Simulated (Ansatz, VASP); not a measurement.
# InF in two plane-wave programs, part 2 of 2

Aim: how closely do two programs agree when they are given the same cell, functional and k mesh? The cell is generated by rule, not measured, and may not be a known phase. The cell is taken from a series of runs on this material, whose earlier steps may have relaxed, scaled, displaced or heated it; both programs get it as it stands.

VASP 6.6.1 and Ansatz 0.2.0.

So far: The starting structure; VASP: zone-centre phonons, PBEsol, pair 1.

### Step 3. Ansatz: zone-centre phonons, PBEsol, pair 1

Level of this step: Ansatz beside VASP: Kohn-Sham DFT, plane waves, PBEsol (Ansatz).

Ansatz runs on its default PAW (the set named soft_2) files.

The same cell, functional, mesh and smearing now go to Ansatz, which takes its cutoff from its data sets.

Contents of input.yaml:

```yaml
crystal:
  lattice:
    - [3.506161565, 0.0, 0.0]
    - [0.0, 3.506161565, 0.0]
    - [0.0, 0.0, 2.8828634598]
  atoms:
    - { symbol: In, position: [0.0, 0.0, 0.0] }
    - { symbol: F, position: [0.5, 0.5, 0.0] }
kpoints:
  mp_grid: { grid: [12, 12, 14] }
hamiltonian:
  xc: pbesol
scf:
  occupations: { method: methfessel_paxton, width: 0.2 }
output:
  eigenvalues: true
phonons:
  method: dfpt
```

Started as:

```sh
> ansatz run input.yaml --threads 4 --pin off --max-ram 7168MiB --backend cpu --events-out ev --progress --plain --runs-dir out
```

Numbers of over 12 decimals in the logs are rounded to 6 here.

The log of the run:

```text
zone centre: on kpoints.mp_grid the ground state, and the responses unless they are solved on pairs of k-points, stand on 392 of the mesh's 2016 k-points, reduced under 8 symmetry operations, with k and −k counted as one. Each operation leaves every solved displacement unchanged or reverses it
Engine: ansatz 0.2.0, aarch64-unknown-linux-gnu
Pseudopotentials: kind: paw
Pseudopotential: In, paw, valence charge 13, recommended cutoff 420 eV (normal), In.paw.azcp
Pseudopotential: F, paw, valence charge 7, recommended cutoff 420 eV (normal), F.paw.azcp
Functional definition: PBEsol
  exchange = pbesol_x
  correlation = pbesol_c
Crystal: 2 atoms, lattice volume = 35.440 Å³
Basis set: ecut = 420 eV, 701 PW (Γ), exchange–correlation on 48×48×40 points (8 copies of the dense FFT grid, shifted against one another)
Bands: 14, of which v1, the nominal top of the filled ones, is band 10 counted from 1 (9 counted from 0)
Symmetry: 16 space group operations
k-points: 392 of 2016 (irreducible under 8 space group operations)
Non-local potential: In, projectors of the file, l = 0: 2, l = 1: 2, l = 2: 2, l = 3: 2
Non-local potential: F, projectors of the file, l = 0: 2, l = 1: 2, l = 2: 1
PAW form: soft (Blöchl's): semilocal exchange-correlation on the pseudo side does not see the compensation charge
PAW frozen core: In, regenerated for the run's functional, and the local potential with it (the file was generated under x = pbe(κ = 0.804, μ = 0.219515), c = pbe(β = 0.066725))
PAW frozen core: F, regenerated for the run's functional, and the local potential with it (the file was generated under x = pbe(κ = 0.804, μ = 0.219515), c = pbe(β = 0.066725))
PAW one-centre angular grid: In, 590 points (default); XC on 64 Gauss nodes
PAW one-centre angular grid: F, 110 points (default); XC on 64 Gauss nodes
Initial density: superposition of atomic densities (neutral atoms: chi_scale 0, normalization atom), corrected by the library's trained network
Initial wavefunctions: pseudopotential atomic-orbital guess
Functional: x = pbesol(κ = 0.804, μ = 0.123457), c = pbesol(β = 0.046)
SCF iter   1: F=—  HF=-6326.134399 eV  |F-HF|=—  |Δ(HF+E_count)|=         —  Δρ=2.08e-2  dr2=1.33e-1  ethr=1.77e-3  ⟨swp⟩=5.0  Hψ=27205  notcnv=0
preconditioner: auto → none  [metal: Δε(μ)=0.089 eV  Ē_g=17.824 eV  σ=0.200 eV  W_gap=0.36  n_scr=6 (ndim 8)  ℏωp=27.9 eV  f_vac=0.000  D(μ)=0.11/eV (n_scr^D=0)  sad-step TF]
SCF iter   2: F=—  HF=-6326.112550 eV  |F-HF|=—  |Δ(HF+E_count)|=   2.18e-2  S|Δr|=    0.00e0  Δρ=1.08e-2  dr2=4.97e-2  ethr=6.67e-4  ⟨swp⟩=1.0  Hψ=8643  notcnv=0
SCF iter   3: F=—  HF=-6326.098276 eV  |F-HF|=—  |Δ(HF+E_count)|=   1.43e-2  S|Δr|=    0.00e0  Δρ=1.21e-3  dr2=4.92e-4  ethr=2.48e-4  ⟨swp⟩=1.9  Hψ=6122  notcnv=0
SCF iter   4: F=—  HF=-6326.098208 eV  |F-HF|=—  |Δ(HF+E_count)|=   6.77e-5  S|Δr|=    0.00e0  Δρ=2.14e-4  dr2=7.28e-6  ethr=2.46e-6  ⟨swp⟩=2.6  Hψ=10783  notcnv=0
SCF iter   5: F=—  HF=-6326.098207 eV  |F-HF|=—  |Δ(HF+E_count)|=   1.61e-6  S|Δr|=    0.00e0  Δρ=7.81e-5  dr2=1.53e-6  ethr=3.64e-8  ⟨swp⟩=2.0  Hψ=9064  notcnv=0
SCF iter   6: F=—  HF=-6326.098207 eV  |F-HF|=—  |Δ(HF+E_count)|=   5.35e-7  S|Δr|=    0.00e0  Δρ=1.18e-5  dr2=1.28e-8  ethr=7.64e-9  ⟨swp⟩=2.0  Hψ=8825  notcnv=0
SCF iter   7: F=—  HF=-6326.098207 eV  |F-HF|=—  |Δ(HF+E_count)|=   6.14e-9  S|Δr|=    0.00e0  Δρ=1.18e-6  dr2=2.78e-10  ethr=6.38e-11  ⟨swp⟩=2.9  Hψ=9547  notcnv=0
SCF iter   8: F=—  HF=-6326.098207 eV  |F-HF|=—  |Δ(HF+E_count)|=  5.28e-11  S|Δr|=    0.00e0  Δρ=2.54e-7  dr2=1.33e-11  ethr=1.00e-12  ⟨swp⟩=6.4  Hψ=26234  notcnv=0
SCF iter   9: F=-6326.098207 eV  HF=-6326.098207 eV  |F-HF|=9.09e-13  |Δ(HF+E_count)|=  1.82e-12  S|Δr|=    0.00e0  Δρ=2.68e-8  dr2=1.51e-13  ethr=1.00e-12  ⟨swp⟩=5.0  Hψ=21889  notcnv=0
SCF 1 converged in 9 iterations: F = -6326.098207 eV  dr2 = 1.51e-13
  greatest PAW one-centre occupation: 0.987 electrons in one spin orbital (limit 2), on the In atom at site 0 (counted from 0), in its partial waves of l = 2
DFPT response loops at Γ: preconditioner auto → Kerker (q_TF=auto, 2.480 Å⁻¹) (partly filled bands, converged f_vac=0.000); β = 1.00, the filter's whole step (`scf.mixing.beta` (0.50) is not read by the response loops under this deck's `scf.mixing.preconditioner`; to damp them name `kerker` or `kerker_dos`, under which they read `scf.mixing.beta`, and type it under 1.00, their step now; both keys bind the ground state too); Broyden in place of MSR1
SCF converged after 9 iterations
Stability not checked: this state was not tested for a lower state beside it, because cold or Methfessel-Paxton smearing, or corrected tetrahedra, fill the levels in a way that the test cannot read (fill_not_monotonic; see scf.lower_state_search)
Free energy (F): -6326.098207 eV
Harris-Foulkes:  -6326.098207 eV  (|F-HF|=9.09e-13)
Internal energy: -6326.098760 eV  (E = F + TS)
E sigma→0 (E₀):  -6326.098346 eV
Entropy (-TS):   0.000552 eV (0.276 meV/atom)
Fermi energy:    8.081579 eV
Step filling:    the computed levels leave a gap of 0.0292 eV = 0.1 smearing widths at the electron count; against every level under it full and every level over it empty, smearing changes F+E_penalty+E_count by -0.080 meV and its σ→0 estimate by -0.219 meV
--- Per-component energies (eV) ---
  E_band       = -61.754327
  E_kinetic    = 447.079173
  E_local      = -1639.241638  (includes V_loc(G=0)·N_el)
  E_nonlocal   = 441.950537
  E_hartree    = 627.262597
  E_xc         = -292.172904
  E_vxc        = -201.178017  (∫ρ·V_xc dr)
  E_paw        = -4275.366203  (= ΣΔE_a)
  E_vpaw       = -364.891621  (= ΣTr[D̂ρ^β])
  E_aug_tail   = 0.002032  (compensation charges beyond the density's cutoff)
  E_ewald      = -1635.890700
  E_core_change = 0.278345  (= ΣΔE_core)
  E_smearing   = 0.000552  (= −TS)
  E_closure    = -0.000000  (closes the sum)
  Σ components = -6326.098207   (vs F -6326.098207, Δ=0.00e0)
--- Band table (eV; the first three rows and the last of 392) ---
  k-point 0: bands = [... 6 lower, 1.8667, 2.8551, 2.8551, 4.4309, 14.9643, 14.9643, 15.7705, 19.7025]
  k-point 1: bands = [... 6 lower, 1.9184, 2.8708, 2.8708, 4.3932, 15.0711, 15.0711, 15.8429, 18.2223]
  k-point 2: bands = [... 6 lower, 2.0613, 2.9143, 2.9143, 4.3119, 15.3862, 15.3862, 16.0606, 16.2264]
  k-point 391: bands = [... 6 lower, 2.3987, 2.3987, 3.1771, 8.9837, 9.2783, 14.5825, 14.5825, 14.7297]
--- Phonons (Γ-DFPT): 4 representative perturbations + reference, on 392 of 2016 k-points (Σ response iterations 13) ---
  k mesh reduced under 8 symmetry operations, with k and −k counted as one. Each operation leaves every solved displacement unchanged or reverses it
  ASR residual: 2.990e-4 → 0.000e0 eV/Å²; symmetrization residual: 2.075e-6 eV/Å²
  ASR residual per site (eV/Å²): 1.50e-5 2.99e-4
  Γ frequencies (cm⁻¹): 0.00 0.00 0.00 40.19 40.19 82.83
  non-analytic LO–TO correction: not included (Born effective charges unavailable; polar crystals: no LO–TO splitting at Γ)
```

Reading the cycles: dr2 is the Hartree energy of the density residual (eV), the measure of convergence; HF is the Harris–Foulkes estimate of the energy, which meets the free energy F at convergence.

### Step 4. Differences

Known differences besides the potentials themselves: the cutoff is 420 eV in Ansatz and 600 eV in VASP; Ansatz makes its cores anew for this functional, VASP keeps those of its PBE data sets. Total energies have different zeros and are not compared.

The two programs side by side:

```tsv
quantity	Ansatz	VASP	difference
optical mode 1 to 2 (cm⁻¹)	40.2	58.0	-17.8
optical mode 3 (cm⁻¹)	82.8	80.8	+2.46 %
```

Modes are paired by rising frequency, not by their patterns, so a pair may set unlike modes beside each other; they are those without the splitting of longitudinal modes.

### Step 5. VASP: zone-centre phonons, PBEsol, pair 2

Second derivatives magnify differences that forces hide, and they need a tight electronic threshold. The cell compared in this pair holds 35.01 Å³, against 35.44 Å³ for the pair before.

Contents of INCAR:

```
SYSTEM = InF
PREC = Accurate
ENCUT = 600
EDIFF = 1E-08
NELM = 120
ISMEAR = 1
SIGMA = 0.2
LREAL = .FALSE.
ALGO = Normal
GGA = PS
NBANDS = 16
LORBIT = 11
LWAVE = .FALSE.
LCHARG = .FALSE.
ISIF = 2
IBRION = 8
LASPH = .TRUE.
GGA_COMPAT = .FALSE.
KPAR = 2
```

Contents of POSCAR:

```
InF
1.0
    3.2712617150      0.0000000000      0.0000000000
    0.0000000000      3.2712617150      0.0000000000
    0.0000000000      0.0000000000      3.2712617150
In F
1 1
Direct
    0.0000000000      0.0000000000      0.0000000000
    0.5000000000      0.5000000000      0.5000000000
```

Contents of KPOINTS:

```
Automatic mesh
0
Gamma
16 16 16
0 0 0
```

The projector-augmented-wave data sets are In_d and F (PBE family, release 64).

Started as:

```sh
> mpirun -np 2 vasp_std
```

The log of the run:

```text
[banner, memory and clock lines left out]
running    2 mpi-ranks, on    1 nodes
[...]
[... a notice as in an earlier step ...]

 LDA part: xc-table for (Slater+PW92), standard interpolation
 POSCAR, INCAR and KPOINTS ok, starting setup
[...]
entering main loop
       N       E                     dE             d eps       ncg     rms          rms(c)
DAV:   1     0.166099421081E+03    0.16610E+03   -0.11320E+04  5376   0.182E+03
DAV:   2     0.313879737679E+01   -0.16296E+03   -0.15473E+03  6080   0.404E+02
DAV:   3    -0.848858123144E+01   -0.11627E+02   -0.11586E+02  6224   0.104E+02
DAV:   4    -0.874014524592E+01   -0.25156E+00   -0.25152E+00  6672   0.155E+01
[...]
DAV:  14    -0.779101105358E+01    0.99729E-07   -0.24063E-07  6064   0.391E-03    0.116E-03
DAV:  15    -0.779101102466E+01    0.28918E-07   -0.10129E-08  4880   0.908E-04    0.368E-04
DAV:  16    -0.779101102847E+01   -0.38076E-08   -0.44350E-09  3280   0.620E-04
   1 F= -.77910110E+01 E0= -.77911329E+01  d E =0.365482E-03
[...]
RMM:  16    -0.231656461656E+00   -0.19589E-07   -0.23614E-09 22642   0.273E-05    0.518E-06
RMM:  17    -0.231656487350E+00   -0.25693E-07   -0.21528E-09 18824   0.247E-05    0.834E-07
RMM:  18    -0.231656490436E+00   -0.30862E-08   -0.19315E-09 14499   0.237E-05    0.391E-07
 first order change of Fermi-energy  -0.17749E-03
 force on displaced ion       1 direction 1 :   0.745  -0.000   0.000
 Linear response progress:
  Degree of freedom:   2/  2
       N       E                     dE             d eps       ncg     rms          rms(c)
RMM:   1    -0.535480316668E+00   -0.53548E+00    0.74614E-01 26626   0.394E+00
RMM:   2    -0.531500338345E+00    0.39800E-02   -0.11233E-02 21741   0.877E-01    0.663E-02
RMM:   3    -0.532451717054E+00   -0.95138E-03   -0.15724E-03 22922   0.303E-01    0.389E-02
RMM:   4    -0.533633757506E+00   -0.11820E-02   -0.28588E-04 22093   0.125E-01    0.117E-02
[...]
RMM:  11    -0.533654545231E+00    0.11376E-06   -0.11750E-09 24637   0.842E-05    0.119E-05
RMM:  12    -0.533654602463E+00   -0.57231E-07   -0.59361E-10 24565   0.411E-05    0.797E-06
RMM:  13    -0.533654598743E+00    0.37197E-08   -0.82419E-10 22764   0.254E-05    0.552E-07
 first order change of Fermi-energy  -0.10923E-03
 force on displaced ion       2 direction 1 :   0.737  -0.000  -0.000
 Linear response finished
```

Parts of OUTCAR (step 5):

```text
  Total       -0.0392891     -0.0392891     -0.0392891      0.0000000      0.0000000      0.0000000
  in kB       -1.7981957     -1.7981957     -1.7981957      0.0000000      0.0000000      0.0000000
  external PRESSURE =      -1.7981957 kB  Pullay stress =       0.0000000 kB

 POSITION                                       TOTAL-FORCE (eV/Angst)
 -----------------------------------------------------------------------------------
      0.00000      0.00000      0.00000         0.000000      0.000000      0.000000
      1.63563      1.63563      1.63563         0.000000      0.000000      0.000000
 -----------------------------------------------------------------------------------
    total drift:                                0.000000      0.000000      0.000000

[... 2 further parts left out ...]
```

### Step 6. Ansatz: zone-centre phonons, PBEsol, pair 2

The same cell, functional, mesh and smearing now go to Ansatz, which takes its cutoff from its data sets.

The cell is taken from a series of runs on this material, whose earlier steps may have relaxed, scaled, displaced or heated it; both programs get it as it stands.

input.yaml, the sections that differ from step 3:

```yaml
crystal:
  lattice:
    - [3.271261715, 0.0, 0.0]
    - [0.0, 3.271261715, 0.0]
    - [0.0, 0.0, 3.271261715]
  atoms:
    - { symbol: In, position: [0.0, 0.0, 0.0] }
    - { symbol: F, position: [0.5, 0.5, 0.5] }
kpoints:
  mp_grid: { grid: [16, 16, 16] }
# hamiltonian, scf, output, phonons: as in step 3
```

Started as:

```sh
> ansatz run input.yaml --threads 4 --pin off --max-ram 7168MiB --backend cpu --events-out ev --progress --plain --runs-dir out
```

The log of the run:

```text
[...]
Crystal: 2 atoms, lattice volume = 35.006 Å³
Basis set: ecut = 420 eV, 691 PW (Γ), exchange–correlation on 48×48×48 points (8 copies of the dense FFT grid, shifted against one another)
Bands: 14, of which v1, the nominal top of the filled ones, is band 10 counted from 1 (9 counted from 0)
Symmetry: 48 space group operations
k-points: 405 of 4096 (irreducible under 8 space group operations, time reversal used)
[...]
k-point 1: bands = [... 6 lower, 1.9065, 4.1806, 4.1806, 4.2327, 15.5867, 16.5334, 16.5334, 17.4708]
  k-point 2: bands = [... 6 lower, 1.8115, 4.2130, 4.2130, 4.4149, 14.2958, 16.5692, 16.5692, 17.5922]
  k-point 404: bands = [... 6 lower, 3.7916, 3.7916, 3.7916, 9.3409, 10.1407, 10.1407, 10.1407, 19.0456]
[...]
ASR residual: 1.136e-5 → 0.000e0 eV/Å²; symmetrization residual: 3.230e-7 eV/Å²
  ASR residual per site (eV/Å²): 1.14e-5 1.73e-6
  Γ frequencies (cm⁻¹): -115.42 -115.42 -115.42 0.00 0.00 0.00
[...]
[key lines of the parts left out:]
SCF converged after 8 iterations
Free energy (F): -6325.887177 eV
Fermi energy:    8.199210 eV
```

### Step 7. Side by side

The two programs side by side:

```tsv
quantity	Ansatz	VASP	difference
optical mode 1 to 3 (imaginary, printed as negative) (cm⁻¹)	-115.4	-111.0	-4.4
```

Modes are paired by rising frequency, not by their patterns, so a pair may set unlike modes beside each other; they are those without the splitting of longitudinal modes.

### Step 8. Results

- r.m.s. difference of the optical zone-centre modes, each program's sorted by frequency (zone-centre phonons, PBEsol, pair 1): 15 cm⁻¹
- difference in optical mode 3 (zone-centre phonons, PBEsol, pair 1): +2.5 %
- r.m.s. difference of the optical zone-centre modes, each program's sorted by frequency (zone-centre phonons, PBEsol, pair 2): 4.4 cm⁻¹

What this shows: The r.m.s. difference of the optical zone-centre modes, each program's sorted by frequency is 15 cm⁻¹ (zone-centre phonons, PBEsol, pair 1). Among the rows given in per cent, the largest difference of the zone-centre phonons, PBEsol, pair 1 pair is in optical mode 3, +2.5 %. What causes the difference of the zone-centre phonons, PBEsol, pair 1 pair stays open here. Such differences can come from data sets, numerical settings and the points named under the comparisons, not from the functional's error against experiment.

[Lines on the potential files, build, host, timing and source positions are cut from VASP's logs without a mark.]

[Logs are printed without paths, hosts, clocks, repeated set-up lines and the standing remarks that a program may print on its own settings, such as how far it seeks lower states.]

[Hosts, paths, dates, database ids (printed as entryN), source tags and the programs' standing remarks are cut or masked in the printed files.]
